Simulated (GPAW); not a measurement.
MgB2:

```
Mg B
1.0
     3.08500    0.00000    0.00000
    -1.54250    2.67169    0.00000
     0.00000    0.00000    3.52300
Mg B
1 2
Direct
  0.00000 0.00000 0.00000
  0.66667 0.33333 0.50000
  0.33333 0.66667 0.50000
```

- Program: GPAW 26.7.0
- Task: single point
- Functional: PBEsol
- Potentials or basis: PAW data sets generated in the run's folder for this functional
- Cutoff: 800 eV
- Basis: pw
- k mesh: 10 × 10 × 8
- Occupations: fermi-dirac, width 0.05 eV
- Spin: no spin polarisation

On this cell: pressure -3.1 GPa; largest force under 0.003 eV/Å; band gap on the k mesh none (metal or under the smearing width).

The same run follows on a disturbed copy (atoms moved at random, drawn with an rms of 0.05 Å):

```
Mg B
1.0
     3.08500    0.00000    0.00000
    -1.54250    2.67169    0.00000
     0.00000    0.00000    3.52300
Mg B
1 2
Direct
  0.01959 0.99359 0.99020
  0.66441 0.32161 0.49171
  0.33637 0.66639 0.50926
```

Q: What changes?

A: The energy (extrapolated to zero smearing) moves by +10.9 meV/atom; pressure -2.8 GPa; largest force 0.737 eV/Å; band gap on the k mesh none (metal or under the smearing width).

Forces on the atoms (eV/Å):
```
Mg  -0.285  0.006  0.238
B    0.136  0.151  0.466
B    0.149 -0.158 -0.705
```

Stress tensor (GPa, compression positive):
```
-3.35 -0.01 -0.30
-0.01 -2.37  0.10
-0.30  0.10 -2.62
```
